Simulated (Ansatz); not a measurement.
# SiC: random displacements

The task, for SiC: compute energies and forces of randomly disturbed cells.

Method: DFT PBE, scalar-relativistic, plane waves, PAW, in Ansatz 0.2.0.

**1. Starting point**

The structure is hexagonal, space group P6_3mc (No. 186). The conventional cell has a = 3.092 Å, b = 3.092 Å, c = 5.074 Å, α = 90.00°, β = 90.00°, γ = 120.00°. Around Si (site symmetry 3m) lie 4 C at 1.89 to 1.91 Å. Around C (site symmetry 3m) lie 4 Si at 1.89 to 1.91 Å.

Structure file:

```cif
data_structure
_symmetry_space_group_name_H-M 'P6_3mc'
_symmetry_Int_Tables_number 186
_cell_length_a 3.0918
_cell_length_b 3.0918
_cell_length_c 5.0740
_cell_angle_alpha 90.000
_cell_angle_beta 90.000
_cell_angle_gamma 120.000
_cell_volume 42.00
loop_
_atom_site_label
_atom_site_type_symbol
_atom_site_symmetry_multiplicity
_atom_site_Wyckoff_symbol
_atom_site_fract_x
_atom_site_fract_y
_atom_site_fract_z
_atom_site_occupancy
Si1 Si 2 b 0.33333 0.66667 0.00456 1
C1 C 2 b 0.33333 0.66667 0.38044 1
```

This cell was relaxed beforehand with the same method: volume 10.50 Å³/atom, gap on the mesh 2.31 eV.

**2. Zero of energy**

Reference values: F = -1774.3091 eV; pressure 0.04 GPa; largest force 0.003 eV/Å; gap on the mesh 2.31 eV. It was computed beforehand with the settings of the runs below.

**3. Next: random displacements**

All atoms are moved at random with no net shift, in some cells together with a random strain.

**4. Point rms move = 0.234 Å**

File input.yaml:

```yaml
crystal:
  lattice:
    - [3.1094608618, -0.0053675447, 0.0843556057]
    - [-1.5593788609, 2.7055602565, -0.0239487784]
    - [0.1384393493, 0.0345444591, 5.4001873172]
  atoms:
    - { symbol: Si, position: [0.295578275, 0.6358299272, 0.0149112654] }
    - { symbol: Si, position: [0.6842197127, 0.240171251, 0.5120848783] }
    - { symbol: C, position: [0.3363734255, 0.7330250593, 0.3468877821] }
    - { symbol: C, position: [0.6838285868, 0.3909737624, 0.8961160741] }
basis:
  ecutwfc: 420
kpoints:
  mp_grid: { grid: [12, 12, 6] }
hamiltonian:
  xc: pbe
scf:
  occupations: { method: gaussian, width: 0.05 }
output:
  forces: true
  stress: true
  eigenvalues: true
```

Run with:

```
> ansatz run input.yaml --threads 2 --pin off --max-ram 5120MiB --backend cpu --events-out ev --progress --plain --runs-dir out
```

Output, shortened:

```text
Warning: RAYON_NUM_THREADS=2 ignored (pool sized by the plan → 2); use --threads N
[...]
Pseudopotentials: kind: paw
Pseudopotential: Si, paw, valence charge 4, recommended cutoff 420 eV (normal), Si.paw.azcp
Pseudopotential: C, paw, valence charge 4, recommended cutoff 420 eV (normal), C.paw.azcp
Functional definition: PBE
[...]
Crystal: 4 atoms, lattice volume = 45.352 Å³
Basis set: ecut = 420 eV, 885 PW (Γ), exchange–correlation on 48×48×80 points (8 copies of the dense FFT grid, shifted against one another)
Bands: 12, of which v1, the nominal top of the filled ones, is band 8 counted from 1 (7 counted from 0)
Symmetry: 1 space group operations
Space group: P1 (ITA 1), of the structure as read, at distance tolerance 3.6e-5 Å
k-points: 436 of 864 (time reversal used)
[...]
SCF iter   1: F=—  HF=-1771.839262 eV  |F-HF|=—  |Δ(HF+E_count)|=         —  Δρ=4.64e-3  dr2=1.43e-2  ethr=1.77e-3  ⟨swp⟩=5.6  Hψ=35388  notcnv=0
[...]
SCF iter   6: F=-1771.837538 eV  HF=-1771.837538 eV  |F-HF|=2.44e-8  |Δ(HF+E_count)|=   6.58e-7  Δρ=8.93e-6  dr2=1.85e-8  ethr=6.25e-10  ⟨swp⟩=6.0  Hψ=27973  notcnv=0
[...]
SCF converged after 6 iterations
Free energy (F): -1771.837538 eV
[...]
E sigma→0 (E₀):  -1771.837533 eV
Entropy (-TS):   -0.000011 eV (-0.003 meV/atom)
Fermi energy:    9.891473 eV
[...]
--- Forces (eV/Å), atoms counted from 1 ---
  atom   1  Si     0.32243757     2.75314555    -0.61377250
  atom   2  Si     0.15808101     5.65638095     1.34016167
  atom   3  C     -0.72849124    -5.08109681     1.57965457
  atom   4  C      0.24795340    -3.32836282    -2.30607673
[...]
--- Stress (GPa, compression-positive) ---
        6.814342      -0.765621       1.179787
       -0.765624       3.144316       8.012075
        1.179785       8.012079     -13.613578
  P = ⅓ Tr σ = -1.2183 GPa (-12.183 kbar)
--- Band table (eV; the first three rows and the last of 436) ---
  k-point 0: bands = ["-6.4742", "-3.4781", "-0.1216", "6.6320", "6.9824", "7.6333", "9.0695", "9.7912", "12.0249", "12.9161", "15.0382", "15.1681"]
[...]
```

Wall time 5.6 s (2 threads of Intel Xeon 6975P-C (Granite Rapids), shared host); peak memory 0.6 GiB.

**5. Point rms move = 0.273 Å**

File input.yaml:

```yaml
crystal:
  lattice:
    - [3.0917664073, 0.0, 0.0]
    - [-1.5458832036, 2.6775482513, 0.0]
    - [0.0, 0.0, 5.0740211774]
  atoms:
    - { symbol: Si, position: [0.3869474647, 0.7012617975, 0.0560231177] }
    - { symbol: Si, position: [0.6637356853, 0.4208001949, 0.4773512434] }
    - { symbol: C, position: [0.2683792802, 0.6044206304, 0.3471985566] }
    - { symbol: C, position: [0.6809375698, 0.2735173772, 0.8894270823] }
basis:
  ecutwfc: 420
kpoints:
  mp_grid: { grid: [12, 12, 6] }
hamiltonian:
  xc: pbe
scf:
  occupations: { method: gaussian, width: 0.05 }
output:
  forces: true
  stress: true
  eigenvalues: true
```

Run with:

```
> ansatz run input.yaml --threads 2 --pin off --max-ram 5120MiB --backend cpu --events-out ev --progress --plain --runs-dir out
```

Output, shortened:

```text
Warning: RAYON_NUM_THREADS=2 ignored (pool sized by the plan → 2); use --threads N
[...]
[... 4 set-up lines as earlier in the session ...]
[...]
Crystal: 4 atoms, lattice volume = 42.005 Å³
Basis set: ecut = 420 eV, 809 PW (Γ), exchange–correlation on 48×48×72 points (8 copies of the dense FFT grid, shifted against one another)
Bands: 12, of which v1, the nominal top of the filled ones, is band 8 counted from 1 (7 counted from 0)
[... 1 set-up line as earlier in the session ...]
Space group: P1 (ITA 1), of the structure as read, at distance tolerance 3.5e-5 Å
k-points: 436 of 864 (time reversal used)
[...]
SCF iter   1: F=—  HF=-1769.863339 eV  |F-HF|=—  |Δ(HF+E_count)|=         —  Δρ=5.31e-3  dr2=1.42e-2  ethr=1.77e-3  ⟨swp⟩=5.5  Hψ=35923  notcnv=0
[...]
SCF iter   7: F=-1769.861598 eV  HF=-1769.861598 eV  |F-HF|=5.21e-9  |Δ(HF+E_count)|=   1.09e-7  Δρ=4.85e-6  dr2=4.45e-9  ethr=6.25e-10  ⟨swp⟩=4.9  Hψ=22397  notcnv=0
[...]
SCF converged after 7 iterations
Free energy (F): -1769.861598 eV
[...]
E sigma→0 (E₀):  -1769.861487 eV
Entropy (-TS):   -0.000222 eV (-0.055 meV/atom)
Fermi energy:    10.968158 eV
[...]
--- Forces (eV/Å), atoms counted from 1 ---
  atom   1  Si     0.89869971    -2.09319914   -16.48112932
  atom   2  Si     2.11025065    -3.65105997     5.43186850
  atom   3  C     -2.51961745     1.27467032    12.01911436
  atom   4  C     -0.48935150     4.46958878    -0.96983069
[...]
--- Stress (GPa, compression-positive) ---
       13.221001       1.027100      -7.615435
        1.027088       9.631124     -19.849873
       -7.615425     -19.849901      61.329432
  P = ⅓ Tr σ = 28.0605 GPa (280.605 kbar)
--- Band table (eV; the first three rows and the last of 436) ---
  k-point 0: bands = ["-6.9773", "-2.0729", "0.4583", "5.6568", "7.9646", "8.3212", "10.1225", "11.0391", "12.7707", "14.7381", "15.0489", "16.6197"]
[...]
```

It took 5.5 s on 2 threads of Intel Xeon 6975P-C (Granite Rapids), shared host; peak memory 0.58 GiB.

**6. Point rms move = 0.124 Å**

File input.yaml:

```yaml
crystal:
  lattice:
    - [2.9972839949, 0.0541095366, 0.0146962984]
    - [-1.4517817641, 2.7634393048, -0.0125033569]
    - [0.0241186816, -0.0097692479, 5.0341335497]
  atoms:
    - { symbol: Si, position: [0.3203283368, 0.6730739728, 0.0123780803] }
    - { symbol: Si, position: [0.6820377213, 0.2873268404, 0.4810151066] }
    - { symbol: C, position: [0.3443496501, 0.6888161441, 0.3912516006] }
    - { symbol: C, position: [0.6532842918, 0.3507830427, 0.8853552124] }
basis:
  ecutwfc: 420
kpoints:
  mp_grid: { grid: [12, 12, 6] }
hamiltonian:
  xc: pbe
scf:
  occupations: { method: gaussian, width: 0.05 }
output:
  forces: true
  stress: true
  eigenvalues: true
```

Run with:

```
> ansatz run input.yaml --threads 2 --pin off --max-ram 5120MiB --backend cpu --events-out ev --progress --plain --runs-dir out
```

Output, shortened:

```text
Warning: RAYON_NUM_THREADS=2 ignored (pool sized by the plan → 2); use --threads N
[...]
[... 4 set-up lines as earlier in the session ...]
[...]
Crystal: 4 atoms, lattice volume = 42.091 Å³
Basis set: ecut = 420 eV, 813 PW (Γ), exchange–correlation on 48×48×72 points (8 copies of the dense FFT grid, shifted against one another)
Bands: 12, of which v1, the nominal top of the filled ones, is band 8 counted from 1 (7 counted from 0)
[... 2 set-up lines as earlier in the session ...]
k-points: 436 of 864 (time reversal used)
[...]
SCF iter   1: F=—  HF=-1773.405183 eV  |F-HF|=—  |Δ(HF+E_count)|=         —  Δρ=2.82e-3  dr2=2.71e-3  ethr=1.77e-3  ⟨swp⟩=5.2  Hψ=34762  notcnv=0
[...]
SCF iter   7: F=-1773.405524 eV  HF=-1773.405524 eV  |F-HF|=5.40e-10  |Δ(HF+E_count)|=   4.22e-9  Δρ=4.54e-6  dr2=7.44e-9  ethr=6.25e-10  ⟨swp⟩=4.8  Hψ=17891  notcnv=0
[...]
SCF converged after 7 iterations
Free energy (F): -1773.405524 eV
[...]
E sigma→0 (E₀):  -1773.405524 eV
Fermi energy:    10.382952 eV
[...]
--- Forces (eV/Å), atoms counted from 1 ---
  atom   1  Si    -0.61513325     0.88894564    -1.21637215
  atom   2  Si    -1.57538783     3.94242050     3.45362248
  atom   3  C      0.96128726    -3.50884643    -1.73112177
  atom   4  C      1.22918858    -1.32246380    -0.50613377
[...]
--- Stress (GPa, compression-positive) ---
       12.733011      -3.881245      -2.456728
       -3.881244      -6.147203       4.018487
       -2.456727       4.018489      -0.535165
  P = ⅓ Tr σ = 2.0169 GPa (20.169 kbar)
--- Band table (eV; the first three rows and the last of 436) ---
  k-point 0: bands = ["-6.1422", "-2.4655", "1.0938", "6.6069", "8.5579", "9.1681", "9.7065", "9.9678", "13.3543", "15.0794", "15.8436", "16.0253"]
[...]
```

Wall time 6.3 s (2 threads of Intel Xeon 6975P-C (Granite Rapids), shared host); peak memory 0.57 GiB.

**7. rms move = 0.111 Å**

File input.yaml:

```yaml
crystal:
  lattice:
    - [3.0162565659, -0.0807849469, 0.036093992]
    - [-1.5780900992, 2.8034362835, -0.036199245]
    - [0.0592352901, -0.0343989677, 4.9960996348]
  atoms:
    - { symbol: Si, position: [0.3543459347, 0.698087717, 0.0041623147] }
    - { symbol: Si, position: [0.654857828, 0.2869810973, 0.5059977038] }
    - { symbol: C, position: [0.314110267, 0.6746077311, 0.3988759158] }
    - { symbol: C, position: [0.6766859703, 0.3403234545, 0.8609640657] }
basis:
  ecutwfc: 420
kpoints:
  mp_grid: { grid: [12, 12, 6] }
hamiltonian:
  xc: pbe
scf:
  occupations: { method: gaussian, width: 0.05 }
output:
  forces: true
  stress: true
  eigenvalues: true
  write_density: true
  write_potential: true
  elf: true
  volumetric_format: npy
```

Run with:

```
> ansatz run input.yaml --threads 2 --pin off --max-ram 5120MiB --backend cpu --events-out ev --progress --plain --runs-dir out
```

Output, shortened:

```text
[...]
SCF converged after 6 iterations
Free energy (F): -1773.485561 eV
[...]
E sigma→0 (E₀):  -1773.485561 eV
Fermi energy:    10.601524 eV
[...]
--- Forces (eV/Å), atoms counted from 1 ---
  atom   1  Si     0.02406769    -0.87722943    -0.23556335
  atom   2  Si    -1.73104654     2.47499039    -0.51016992
  atom   3  C      1.97099470    -1.87657827    -2.89908746
  atom   4  C     -0.26406286     0.27885573     3.64483410
[...]
--- Stress (GPa, compression-positive) ---
        9.522551      13.681666      -4.397023
       13.681666      -3.766442       3.622226
       -4.397022       3.622218      13.876825
  P = ⅓ Tr σ = 6.5443 GPa (65.443 kbar)
--- Band table (eV; the first three rows and the last of 436) ---
  k-point 0: bands = ["-6.0073", "-2.2489", "0.8756", "7.3300", "8.6858", "9.0493", "9.5822", "10.1060", "13.8299", "15.2532", "15.8607", "16.6225"]
[...]
```

Wall time 7.5 s (2 threads of Intel Xeon 6975P-C (Granite Rapids), shared host); peak memory 0.58 GiB.

Density in a lattice plane of the grid's cell (edges 3.02 and 5.00 Å, at 0.675 of the third edge), which holds Si and C.

Values in e/Å³, 12 rows by 8 columns:
```
0.52 0.52 0.29 0.20 0.40 0.51 0.48 0.48
0.41 0.37 0.29 0.26 0.30 0.36 0.40 0.43
0.24 0.19 0.15 0.14 0.15 0.19 0.25 0.27
0.17 0.16 0.15 0.14 0.13 0.14 0.17 0.18
0.26 0.36 0.43 0.41 0.31 0.22 0.18 0.19
0.48 0.91 1.30 1.24 0.79 0.41 0.25 0.27
0.57 1.33 1.87 1.80 1.23 0.52 0.27 0.28
0.40 0.97 1.58 1.61 0.99 0.40 0.19 0.19
0.22 0.52 0.92 0.97 0.58 0.26 0.12 0.11
0.17 0.36 0.59 0.63 0.43 0.22 0.11 0.10
0.24 0.32 0.27 0.25 0.31 0.28 0.19 0.17
0.41 0.40 0.14 0.08 0.28 0.43 0.36 0.34
```
Columns run along the first of these edges and rows up along the second, over one cell in 8 and 12 even steps from the bottom left corner. Atoms in the plane (fractional): Si at (0.35, 0.00), C at (0.31, 0.40).

ELF in the same plane.

Ten even steps from '0' (0.06) to '9' (0.91):
```
88631124788777
88742125788777
77642235677666
55432123455555
32110001233444
11000000012332
11111110011111
23444444321111
56777777653223
78876678874335
89852268875336
88730037875335
77742257764224
57777778752112
46899998641001
25899998631000
24688987531000
33444444433212
55312212455444
77422323677666
```
Columns run along the first of these edges and rows up along the second, over one cell in 14 and 20 even steps from the bottom left corner. Atoms in the plane (fractional): Si at (0.35, 0.00), C at (0.31, 0.40).

Both are smooth fields of the valence electrons: close to the nuclei they are not physical.

Outside the cores ELF peaks at 0.94 on the Si–C line, 0.9 Å from Si.

**8. rms move = 0.213 Å**

File input.yaml:

```yaml
crystal:
  lattice:
    - [3.099817287, -0.0607067921, -0.1688690716]
    - [-1.6024822676, 2.9571756228, -0.0617240992]
    - [-0.2771377693, -0.2769742837, 4.657884056]
  atoms:
    - { symbol: Si, position: [0.3240718044, 0.6144077949, 0.0156408195] }
    - { symbol: Si, position: [0.6925837874, 0.4574423701, 0.5167480147] }
    - { symbol: C, position: [0.3260829039, 0.6433843358, 0.3672679923] }
    - { symbol: C, position: [0.6572615043, 0.2847654992, 0.8703431736] }
basis:
  ecutwfc: 420
kpoints:
  mp_grid: { grid: [12, 12, 6] }
hamiltonian:
  xc: pbe
scf:
  occupations: { method: gaussian, width: 0.05 }
output:
  forces: true
  stress: true
  eigenvalues: true
```

Run with:

```
> ansatz run input.yaml --threads 2 --pin off --max-ram 5120MiB --backend cpu --events-out ev --progress --plain --runs-dir out
```

Output, shortened:

```text
[...]
SCF converged after 7 iterations
Free energy (F): -1771.147066 eV
[...]
E sigma→0 (E₀):  -1771.147065 eV
Entropy (-TS):   -0.000002 eV (-0.000 meV/atom)
Fermi energy:    10.079888 eV
[...]
--- Forces (eV/Å), atoms counted from 1 ---
  atom   1  Si     1.04106015     0.82831150    -5.07323221
  atom   2  Si     4.69410931    -2.81802629    -0.39118618
  atom   3  C     -4.12018643     1.99847490     4.20581679
  atom   4  C     -1.61494910    -0.00873483     1.25858937
[...]
--- Stress (GPa, compression-positive) ---
       10.175597      -3.092058      23.398691
       -3.092060     -17.123948       8.266410
       23.398689       8.266405      70.506791
  P = ⅓ Tr σ = 21.1861 GPa (211.861 kbar)
--- Band table (eV; the first three rows and the last of 436) ---
  k-point 0: bands = ["-6.2653", "-1.7223", "0.9487", "6.8443", "7.8233", "8.5274", "8.8378", "9.8780", "11.7498", "13.8112", "15.3594", "15.7568"]
[...]
```

Wall time 5.9 s (2 threads of Intel Xeon 6975P-C (Granite Rapids), shared host); peak memory 0.58 GiB.

**9. The scan collected**

Collected from the runs (energy zero: the undisturbed cell):

| rms move (Å) | ΔE (meV/atom) | largest force (eV/Å) | shortest distance (Å) | pressure (GPa) | gap on the mesh (eV) |
| --- | --- | --- | --- | --- | --- |
| 0.000 | 0.0 | 0.00 | 1.89 | 0.0 | 2.31 |
| 0.111 | 205.9 | 3.98 | 1.77 | 6.5 | 0.99 |
| 0.124 | 225.9 | 5.47 | 1.74 | 2.0 | 0.83 |
| 0.213 | 790.5 | 6.22 | 1.64 | 21.2 | 0.21 |
| 0.234 | 617.9 | 5.82 | 1.68 | -1.2 | 0.17 |
| 0.273 | 1111.9 | 16.64 | 1.52 | 28.1 | 0.00 |

Where the gap reads zero, the mesh chosen for the insulator is on the coarse side.

**10. What came out**

| quantity | value |
| --- | --- |
| costliest cell | 1111.9 meV/atom at an rms move of 0.273 Å |

**Reading.** The cost runs from 205.9 to 1111.9 meV/atom. Energy over the square of the rms move lies between 11.3 and 17.3 eV/Å² per atom; a harmonic solid under isotropic random moves would keep it roughly constant, while strain and close contacts change it. The gap on the mesh, 2.31 eV at the start, reads zero at rms move = 0.273. Where forces pass 15 eV/Å atoms stand far too close, the PAW spheres overlap strongly and those numbers are rough.
